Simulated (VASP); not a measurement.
# Cd3Se: equation of state with PBE

Cd3Se:

```
CELL_PARAMETERS angstrom
-2.04095 2.04095 6.08708
2.04095 -2.04095 6.08708
2.04095 2.04095 -6.08708
ATOMIC_POSITIONS crystal
Cd 0.50000 0.50000 0.00000
Cd 0.25000 0.75000 0.50000
Cd 0.75000 0.25000 0.50000
Se 0.00000 0.00000 0.00000
```

The cell comes from a database or a generator and needn't be the stable form of this composition.

- Program: VASP 6.6.1
- Task: equation of state
- Functional: PBE
- Potentials or basis: VASP PAW PBE potentials, release 64 (Cd, Se)
- Cutoff: 520 eV
- k mesh: 9 × 9 × 9
- Occupations: fermi-dirac, width 0.05 eV
- Spin: no spin polarisation

```yaml
Equilibrium_volume: 25.18 Å³/atom
Bulk_modulus_at_fixed_shape_and_positions: 40 GPa
Pressure_derivative_of_the_bulk_modulus: 5.3
```

Energy against volume, from the lowest point:
```
volume (Å³/atom)  energy (meV/atom)
          23.834               9.86
          24.341               3.56
          24.849               0.40
          25.356               0.00
          25.863               2.03
          26.370               6.21
          26.877              12.26
```

All runs of the series together: 48 min on 1 thread of Intel(R) Xeon(R) Platinum 8259CL CPU @ 2.50GHz (Skylake/Cascade Lake), on a shared host.

Caveat: the cell was scaled at fixed shape and fractional positions, which overstates the stiffness of a crystal with free parameters, most of all of layers and chains.
